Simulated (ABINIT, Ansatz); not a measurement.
Given: the input of a run of ABINIT 10.8.3 (patched build) on Bi. Atoms were shifted at random by some hundredths of an Å from the given cell, which wasn't relaxed again for these runs. This isn't the form of Bi at room conditions, which is rhombohedral.

File run.abi:

```
# Pseudopotentials
pp_dirpath "./"
pseudos "Bi.upf"

# Structure
acell 8.8602486976 8.8602486976 6.3474507711
rprim
     0.7440530175    -0.6681205783     0.0000000000
     0.7440530175     0.6681205783     0.0000000000
    -0.3751898342     0.0000000000     0.9269479965
ntypat 1
znucl 83
natom 2
typat 1 1
xred
     0.7502280000     0.7515860000     0.8490970000
     0.2471020000     0.2530770000     0.1447550000
chkprim 0
chksymtnons 0
tolsym 1.0e-6

# Plane-wave basis
ecut 897.975746 eV

# k points
kptopt 1
ngkpt 6 6 9
nshiftk 1
shiftk 0.0 0.0 0.0

# Exchange and correlation
ixc -116133

# Bands and occupations
nband 19
occopt 3
tsmear 0.05 eV

# SCF cycle
nstep 100
tolvrs 1.0e-10

# Output
iomode 3
prtwf 0
prtden 0
prteig 0
prtebands 0
enunit 2
```

Potentials or basis: PseudoDojo NC SR PBEsol v0.4.1 standard.

Launch:

```console
$ abinit run.abi > log 2>&1
```

Task: What does the same run look like in Ansatz 0.2.0? Potentials or basis there: all-electron LAPW, scalar-relativistic.

Result: As run (cutoffs and basis follow the program's own potentials, and thresholds, step limits or extra output files can differ):

The input input.yaml:

```yaml
crystal:
  lattice:
    - [3.488598, -3.132578, 0.0]
    - [3.488598, 3.132578, 0.0]
    - [-1.260235, 0.0, 3.11355]
  atoms:
    - { symbol: Bi, position: [0.750228, 0.751586, 0.849097] }
    - { symbol: Bi, position: [0.247102, 0.253077, 0.144755] }
kpoints:
  mp_grid: { grid: [6, 6, 9] }
scf:
  occupations: { method: fermi_dirac, width: 0.05 }
hamiltonian:
  xc: pbesol
  pseudopotentials: { kind: all_electron, lapw: { basis_error: 0.001 } }
output:
  forces: true
  stress: true
  eigenvalues: true
  populations: true
```

Potentials or basis: all-electron LAPW, scalar-relativistic.

Launch:

```console
$ ansatz run input.yaml --threads 1 --pin off --max-ram 3072MiB --backend cpu --events-out ev --progress --plain --runs-dir out
```

Both were run:

|  | ABINIT | Ansatz |
| --- | --- | --- |
| Pressure | -2.6 GPa | -2.5 GPa |
| Largest force | 0.100 eV/Å | 0.105 eV/Å |

Where Ansatz's input types no cutoff or centring, it takes its own default and a Γ-centred mesh.

Pressure is positive in compression.
